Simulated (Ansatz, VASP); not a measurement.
Given: the input of a run of VASP 6.6.1 on As.

Contents of INCAR:

```
ALGO     = Normal         # electronic algorithm
EDIFF    = 1E-7           # SCF threshold, eV
ENCUT    = 520            # plane-wave cutoff, eV
GGA      = PS             # functional
ISIF     = 2              # what is computed and relaxed
ISMEAR   = -1             # smearing method
LASPH    = T              # aspherical terms in the spheres
LCHARG   = T              # write CHGCAR
LELF     = T              # ELF
LREAL    = F              # projectors in reciprocal space
LVHAR    = T            
LWAVE    = F              # write WAVECAR
NBANDS   = 8              # bands
NELM     = 60             # most SCF steps
PREC     = Accurate       # precision mode
SIGMA    = 0.05           # smearing width, eV
```

Contents of KPOINTS:

```
k-points
0
Gamma
  10 10 10
```

POSCAR

```
As
1.0
    2.7100410000     -0.0173790000     -0.0118580000
   -0.0173790000      2.7297000000      0.0332640000
   -0.0118580000      0.0332640000      2.6721930000
As
1
Direct
    0.4843510000      0.5055250000      0.4963750000
```

Potentials or basis: VASP PAW PBE potentials, release 64 (As).

Run with:

```bash
$ cat potpaw_PBE.64/As/POTCAR > POTCAR
$ mpirun -np 1 vasp_std > vasp.out
```

Question: Translate it to Ansatz 0.2.0. Potentials there: Ansatz PAW.

Answer: As run (the cutoff follows the program's own potentials):

File input.yaml:

```yaml
crystal:
  lattice:
    - [2.710041, -0.017379, -0.011858]
    - [-0.017379, 2.7297, 0.033264]
    - [-0.011858, 0.033264, 2.672193]
  atoms:
    - { symbol: As, position: [0.484351, 0.505525, 0.496375] }
hamiltonian:
  xc: pbesol
  pseudopotentials: { kind: paw }
kpoints:
  mp_grid: { grid: [10, 10, 10] }
scf:
  occupations: { method: fermi_dirac, width: 0.05 }
output:
  forces: true
  stress: true
  eigenvalues: true
```

Potentials or basis: Ansatz PAW.

Run with:

```bash
$ ansatz run input.yaml --threads 1 --pin off --max-ram 3584MiB --backend cpu --events-out ev --progress --plain --runs-dir out
```

Both were run:

|  | VASP | Ansatz | Ansatz less VASP |
| --- | --- | --- | --- |
| gap on the k mesh at the Fermi level (eV) | none | none | - |
| pressure (GPa) | -1.2 | -1.5 | -0.31 |
| largest component of the traceless stress (GPa) | 2.10 | 2.06 | -0.039 |

A gap of «none» marks a metal or a gap that the smearing closes. With one functional, cell and mesh, what is left measures potentials, basis and numerics. The two sets of potentials don't hold the same shells in valence.

Caveats: the PAW data sets were made with another functional, which shifts forces and pressure a little (VASP); the PAW data sets come from PBE, with cores solved anew for the run's functional, which leaves a small shift of forces and pressure (Ansatz).
